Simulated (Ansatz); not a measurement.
HfO2:

```xyz
12
Lattice="5.5564 0.0000 0.0000 0.0000 3.3336 0.0000 0.0000 0.0000 6.5050" Properties=species:S:1:pos:R:3 pbc="T T T"
Hf    4.1600    2.5002    3.9542
Hf    1.3964    0.8334    2.5508
Hf    1.3818    2.5002    5.8033
Hf    4.1746    0.8334    0.7017
O     3.5533    0.8334    2.7542
O     2.0031    2.5002    3.7508
O     0.7751    0.8334    0.4983
O     4.7813    2.5002    6.0067
O     2.8937    0.8334    5.4736
O     2.6627    2.5002    1.0313
O     0.1155    0.8334    4.2838
O     5.4409    2.5002    2.2212
```

Measurements of this composition are mostly on another form, of space group No. 14.

| Property | Result |
| --- | --- |
| Program | Ansatz 0.2.0 |
| Task | relaxation of cell and atoms |
| Functional | PBE |
| Potentials or basis | Ansatz PAW |
| Cutoff | 420 eV (not typed: the program's choice for these potentials) |
| k mesh | 4 × 6 × 3 |
| Occupations | fermi-dirac, width 0.05 eV |
| Spin | no spin polarisation |
| Hubbard terms | Hf d U = 6 eV |

At the start: volume 10.04 Å³/atom.

Where does the relaxation end?

It ends after 10 steps and the volume is 10.76 Å³/atom (+7.1 %); space group Pnma (No. 62, to 0.05 Å).

The path:
| step | energy change (eV) | largest force (eV/Å) | volume (Å³) |
| --- | --- | --- | --- |
| 1 | 0.0000 | 0.2107 | 120.49 |
| 2 | -0.2034 | 0.3839 | 128.33 |
| 3 | -0.2308 | 0.2530 | 127.13 |
| 4 | -0.2538 | 0.0979 | 127.77 |
| 5 | -0.2560 | 0.0299 | 128.23 |
| 6 | -0.2561 | 0.0049 | 128.26 |
| 7 | -0.3197 | 0.0053 | 128.26 |
| 8 | -0.3180 | 0.0091 | 128.98 |
| 9 | -0.3176 | 0.0008 | 129.07 |
| 10 | -0.3224 | 0.0008 | 129.07 |

Final structure:
```cif
data_structure
_symmetry_space_group_name_H-M 'P 1'
_symmetry_Int_Tables_number 1
_cell_length_a 5.6138
_cell_length_b 3.4375
_cell_length_c 6.6884
_cell_angle_alpha 90.000
_cell_angle_beta 90.000
_cell_angle_gamma 90.000
_cell_volume 129.07
loop_
_atom_site_label
_atom_site_type_symbol
_atom_site_fract_x
_atom_site_fract_y
_atom_site_fract_z
_atom_site_occupancy
Hf1 Hf 0.75530 0.75000 0.59702 1
Hf2 Hf 0.24470 0.25000 0.40298 1
Hf3 Hf 0.25530 0.75000 0.90298 1
Hf4 Hf 0.74470 0.25000 0.09702 1
O1 O 0.63721 0.25000 0.41621 1
O2 O 0.36279 0.75000 0.58379 1
O3 O 0.13721 0.25000 0.08379 1
O4 O 0.86279 0.75000 0.91621 1
O5 O 0.50827 0.25000 0.84712 1
O6 O 0.49173 0.75000 0.15288 1
O7 O 0.00827 0.25000 0.65288 1
O8 O 0.99173 0.75000 0.34712 1
```

Caveat: the plane-wave basis is chosen anew once the cell has moved, so the energies of steps on either side of that aren't comparable; the pressure holds a Pulay correction of +0.9 GPa for the finite cutoff.
